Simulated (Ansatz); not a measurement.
Input for Ansatz (plane-wave DFT), BN:

```yaml
crystal:
  lattice:
    - [2.5080409239, 0.0, 0.0]
    - [-1.2467107647, 2.1762310413, 0.0]
    - [-0.6306650796, -1.0881155206, 3.02254]
  atoms:
    - { symbol: B, position: [0.979643, 0.983499, 0.001806] }
    - { symbol: "N", position: [0.668506, 0.332385, 0.984999] }
total_charge: 0.1
basis:
  ecutwfc: "10 Ha"
kpoints:
  mp_grid: { kspacing: 0.41 }
hamiltonian:
  xc: pbe
scf:
  occupations: { method: gaussian, width: 0.1 }
output:
  forces: true
  stress: true
  eigenvalues: true
```

Command:

```bash
ansatz run input.yaml --threads 1 --pin off --max-ram 1331MiB --backend cpu --events-out ev --progress --plain --runs-dir out
```

From the log (HF is the Harris–Foulkes energy, dr2 the density residual in eV):

```text
Warning: basis.ecutwfc = 272.11386245988 eV is below the records' recommended 420 eV, and the density's cutoff is lower with it unless basis.ecutrho_ratio is high enough to keep the records' density cutoff: compare with a run at a higher cutoff
Pseudopotential: B, paw, valence charge 3, recommended cutoff 420 eV (normal)
Pseudopotential: N, paw, valence charge 5, recommended cutoff 420 eV (normal)
Crystal: 2 atoms, lattice volume = 16.497 Å³
Basis set: ecut = 272.11386245988 eV, 167 PW (Γ), exchange–correlation on 30×30×36 points (8 copies of the dense FFT grid, shifted against one another)
Bands: 8, of which v1, the nominal top of the filled ones, is band 4 counted from 1 (3 counted from 0)
Symmetry: 1 space group operations
Space group: P1 (ITA 1), of the structure as read, at distance tolerance 2.5e-5 Å
k-points: 260 of 512 (time reversal used)
Initial density: superposition of atomic densities (neutral atoms scaled as one to the charged cell's electrons: chi_scale 0, normalization atom), corrected by the library's trained network
SCF iter   1: HF=-542.128399 eV  Δρ=1.89e-2  dr2=1.77e-2
SCF iter   2: HF=-542.133276 eV  Δρ=1.04e-2  dr2=7.36e-3
SCF iter   3: HF=-542.134165 eV  Δρ=3.23e-3  dr2=1.38e-3
SCF iter   4: HF=-542.133736 eV  Δρ=4.23e-4  dr2=2.09e-5
SCF iter   5: HF=-542.133747 eV  Δρ=6.35e-5  dr2=6.33e-7
SCF iter   6: F=-542.133747 eV  HF=-542.133747 eV  Δρ=8.39e-6  dr2=5.62e-9
SCF 1 converged in 6 iterations: F = -542.133747 eV  dr2 = 5.62e-9
SCF converged after 6 iterations
Free energy (F): -542.133747 eV
E sigma→0 (E₀):  -542.132587 eV
Entropy (-TS):   -0.002320 eV (-1.160 meV/atom)
Fermi energy:    5.483559 eV
--- Forces (eV/Å), atoms counted from 1 ---
  atom   1  B      1.67098633     2.22435556    -0.55780905
  atom   2  N     -1.67099319    -2.22435648     0.55779908
--- Stress (GPa, compression-positive) ---
        7.711593      -4.738984       0.523430
       -4.738882      22.567225       1.359651
        0.523427       1.359656       8.426531
  P = ⅓ Tr σ = 12.9018 GPa (129.018 kbar)
```

Settings here are deliberately varied, not converged. The charged cell sits in a uniform compensating background.